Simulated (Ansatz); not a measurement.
Input of an Ansatz 0.2.0 run:

File input.yaml:

```yaml
crystal:
  lattice:
    - [2.7435, 1.5839604635, 4.8366666667]
    - [-2.7435, 1.5839604635, 4.8366666667]
    - [0.0, -3.167920927, 4.8366666667]
  atoms:
    - { symbol: In, position: [0.85731, 0.85731, 0.85731] }
    - { symbol: In, position: [0.64269, 0.64269, 0.64269] }
    - { symbol: In, position: [0.14269, 0.14269, 0.14269] }
    - { symbol: In, position: [0.35731, 0.35731, 0.35731] }
    - { symbol: O, position: [0.048, 0.75, 0.452] }
    - { symbol: O, position: [0.75, 0.452, 0.048] }
    - { symbol: O, position: [0.452, 0.048, 0.75] }
    - { symbol: O, position: [0.952, 0.25, 0.548] }
    - { symbol: O, position: [0.25, 0.548, 0.952] }
    - { symbol: O, position: [0.548, 0.952, 0.25] }
hamiltonian:
  xc: pbe
  pseudopotentials: { kind: paw }
kpoints:
  mp_grid: { grid: [6, 6, 6] }
scf:
  occupations: { method: fermi_dirac, width: 0.05 }
basis:
  ecutwfc: "350 eV"
output:
  forces: true
  stress: true
  eigenvalues: true
```

Potentials or basis: Ansatz PAW.

The run is started by

```console
$ ansatz run input.yaml --threads 4 --pin off --max-ram 11264MiB --backend cpu --events-out ev --progress --plain --runs-dir out
```

Q: Predict the largest force.

A: 0.101 eV/Å.

Q: Estimate the pressure.

A: 8.4 GPa.

Q: Predict the band gap on the k mesh.

A: 1.29 eV, indirect (least direct gap 1.33 eV).

Stress tensor (GPa, compression positive):
```
8.86 0.00 0.00
0.00 8.86 0.00
0.00 0.00 7.37
```

Caveat: the pressure holds a Pulay correction of +5.9 GPa for the finite cutoff; spin-orbit coupling is left out, which moves the levels of the heavy elements; the cutoff lies under the one recommended for these potentials.

**The experiment to reproduce.**

“Fabrication and performance enhancement of an In2O3/BiVO4 heterojunction for N-butanol gas sensing applications”, 2024, pmc:11650617 reports, for a powder of In2O3: band gap 3.08 eV (optical).

A measured gap of In2O3 is 3.08 eV (optical; powder; “Fabrication and performance enhancement of an In2O3/BiVO4 heterojunction for N-butanol gas sensing applications”, 2024, pmc:11650617); the calculated 1.29 eV misses it by -1.79 eV. So large a miss can be the level of theory's own, or it may mean another phase, state or a wrong row. Spin-orbit coupling on In is left out. The value is that of PBE on a finite k mesh, which can miss the band edges, without temperature or zero-point motion. Semilocal functionals fall short of measured gaps as a rule.
